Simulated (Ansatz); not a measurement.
A run of Ansatz 0.2.0 is set up as follows.

input.yaml

```yaml
crystal:
  lattice:
    - [0.0, 3.15085, 3.15085]
    - [3.15085, 0.0, 3.15085]
    - [3.15085, 3.15085, 0.0]
  atoms:
    - { symbol: Te, position: [0.5, 0.5, 0.5] }
    - { symbol: Sn, position: [0.0, 0.0, 0.0] }
kpoints:
  mp_grid: { grid: [4, 4, 4] }
scf:
  occupations: { method: fermi_dirac, width: 0.03 }
hamiltonian:
  xc: pbe
  pseudopotentials: { kind: all_electron, lapw: { basis_error: 0.002 } }
output:
  forces: true
  stress: true
  eigenvalues: true
```

Potentials or basis: all-electron LAPW, scalar-relativistic.

Launch:

```console
$ ansatz run input.yaml --threads 1 --pin off --max-ram 3072MiB --backend cpu --events-out ev --progress --plain --runs-dir out
```

Task: Estimate the band gap on the k mesh.

Result: 0.10 eV, direct.

Task: Estimate the pressure.

Result: 1.7 GPa.

Caveat: the k mesh is coarse (spacing up to 0.43 Å⁻¹), so the values aren't converged; spin-orbit coupling is left out, which moves the levels of the heavy elements. A k mesh can miss the band edges.
